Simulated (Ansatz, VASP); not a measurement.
Two plane-wave programs on HfO2

The input INCAR:

```
SYSTEM = HfO2
ALGO     = Normal         ! electronic algorithm
EDIFF    = 1E-6           ! SCF threshold, eV
ENCUT    = 520            ! plane-wave cutoff, eV
GGA      = PS             ! functional
ISIF     = 2              ! what is computed and relaxed
ISMEAR   = 0              ! smearing method
LASPH    = .TRUE.         ! aspherical terms in the spheres
LCHARG   = .FALSE.        ! write CHGCAR
LREAL    = .FALSE.        ! projectors in reciprocal space
LWAVE    = .FALSE.        ! write WAVECAR
NBANDS   = 18             ! bands
NELM     = 60             ! most SCF steps
PREC     = Accurate       ! precision mode
SIGMA    = 0.05           ! smearing width, eV
```

File KPOINTS:

```
k-points
0
G
  8 8 8
  0 0 0
```

Contents of POSCAR:

```
HfO2
1.0
   -0.1321308338      2.4351781128      2.4351781128
    2.4351781128     -0.1321308338      2.4351781128
    2.4351781128      2.4351781128     -0.1321308338
Hf O
1 2
Direct
    0.0000000000      0.0000000000      0.0000000000
    0.2500000000      0.2500000000      0.2500000000
    0.7500000000      0.7500000000      0.7500000000
```

Input for Ansatz:

```yaml
crystal:
  lattice:
    - [-0.1321308338, 2.4351781128, 2.4351781128]
    - [2.4351781128, -0.1321308338, 2.4351781128]
    - [2.4351781128, 2.4351781128, -0.1321308338]
  atoms:
    - { symbol: Hf, position: [0.0, 0.0, 0.0] }
    - { symbol: O, position: [0.25, 0.25, 0.25] }
    - { symbol: O, position: [0.75, 0.75, 0.75] }
basis:
  ecutwfc: 520.0
kpoints:
  mp_grid: { grid: [8, 8, 8] }
hamiltonian:
  xc: pbesol
  pseudopotentials: { kind: paw, azcp: { folder: soft_1 } }
scf:
  occupations: { method: gaussian, width: 0.05 }
output:
  forces: true
  stress: true
  eigenvalues: true
  write_density: true
  write_potential: true
  elf: true
  volumetric_format: npy
```

Alike in both runs: task single point; functional PBEsol; k mesh 8 × 8 × 8; occupations gaussian, width 0.05 eV; no spin polarisation.

```csv
,VASP,Ansatz
version,VASP 6.6.1,Ansatz 0.2.0
potentials or method,"VASP PAW PBE potentials, release 64 (Hf_pv, O)","scalar-relativistic, plane waves, PAW"
plane-wave cutoff (eV),520,520
valence electrons in the cell,22,38
```

VASP gave:

```
gap on the k mesh at the Fermi level (eV)       : 3.85
least direct gap on the mesh (eV)               : 3.85
pressure (GPa)                                  : 6.1
largest component of the traceless stress (GPa) : 7.87
rms of the force components (eV/Å)              : 0.524
```

Q: What did Ansatz give for the same quantities?

A: gap on the k mesh at the Fermi level (eV): 3.82; least direct gap on the mesh (eV): 3.82; pressure (GPa): 10.0; largest component of the traceless stress (GPa): 8.05; rms of the force components (eV/Å): 0.547.

Atom by atom the forces differ by 0.023 eV/Å (rms over components). One of these differences is far larger than is usual between the two programs; its cause wasn't traced. The functional is the same, so the differences come from potentials, cutoffs and numerics. The two sets of potentials don't hold the same shells in valence. Ansatz warned: «pseudo_functional_mismatch».

Caveats: the PAW data sets were made with another functional, which shifts forces and pressure a little (VASP); spin-orbit coupling is left out, which moves the levels of the heavy elements. A k mesh can miss the band edges.
